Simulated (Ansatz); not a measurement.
```yaml
crystal:
  lattice:
    - [0.00000, 2.52733, 2.52733]
    - [2.52733, 0.00000, 2.52733]
    - [2.52733, 2.52733, 0.00000]
  atoms:
    - { symbol: Mg, position: [0.00000, 0.00000, 0.00000] }
    - { symbol: S, position: [0.50000, 0.50000, 0.50000] }
```

RPA correlation and exact exchange on PBE orbitals, hand-made PAW set (Ansatz); 4×4×4 mesh, wave cutoff 620 eV, correlation extrapolated to infinite response cutoff from cutoffs up to 280 eV, 16 electrons, all correlated, 221 empty bands, long-wavelength term: optical limit. The band count ends below the top response cutoff.

The cell is then scaled evenly to 1.128 times this volume.

Energy change of the cell: PBE -0.101 eV (mean pressure +3.9 GPa); the Hartree-Fock expression on these orbitals -0.160 eV (mean pressure +6.2 GPa).

Question: What change follows for RPA correlation and the RPA total?

Answer: RPA correlation: +0.101 eV (mean pressure -3.9 GPa). The RPA total: -0.059 eV (mean pressure +2.3 GPa).

This ran on a trial build of the method. The cell is a model at fixed atoms and needn't be the relaxed known crystal. The correlation step scatters with the plane-wave count, here by about 0.03 eV. The mesh is coarse, so these steps aren't converged.
